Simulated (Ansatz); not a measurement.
Crystal: Hf.

```
CELL_PARAMETERS angstrom
-1.80500 1.80500 1.80500
1.80500 -1.80500 1.80500
1.80500 1.80500 -1.80500
ATOMIC_POSITIONS crystal
Hf 0.00000 0.00000 0.00000
```

This isn't the form of Hf at room conditions, which is hcp.

* Program: Ansatz 0.2.0
* Task: relaxation of cell and atoms
* Functional: BLYP
* Dispersion: D3(BJ)
* Potentials or basis: Ansatz PAW
* Cutoff: 420 eV (not typed: the program's choice for these potentials)
* k mesh: 10 × 10 × 10
* Occupations: fermi-dirac, width 0.05 eV
* Spin: no spin polarisation

At the start: volume 23.52 Å³/atom.

Question: Where does the relaxation end?

Answer: It ends after 5 steps and the volume is 20.97 Å³/atom (-10.9 %); space group Im-3m (No. 229, to 0.05 Å).

Step by step:
| step | energy change (eV) | largest force (eV/Å) | volume (Å³) |
| --- | --- | --- | --- |
| 1 | 0.0000 | 0.0000 | 23.52 |
| 2 | -0.0810 | 0.0000 | 20.25 |
| 3 | -0.0893 | 0.0000 | 21.05 |
| 4 | -0.0894 | 0.0000 | 20.97 |
| 5 | -0.0890 | 0.0000 | 20.97 |

Final structure:
```yaml
crystal:
  lattice:
    - [-1.73713, 1.73713, 1.73713]
    - [1.73713, -1.73713, 1.73713]
    - [1.73713, 1.73713, -1.73713]
  atoms:
    - { symbol: Hf, position: [0.00000, 0.00000, 0.00000] }
```

Caveat: the plane-wave basis is chosen anew once the cell has moved, so the energies of steps on either side of that aren't comparable; the volume moved by -11 % from the deposited cell, more than functionals usually miss; pairwise dispersion overbinds metals, which lowers pressure and volume; the PAW data sets come from PBE, with cores solved anew for the run's functional, which leaves a small shift of forces and pressure.
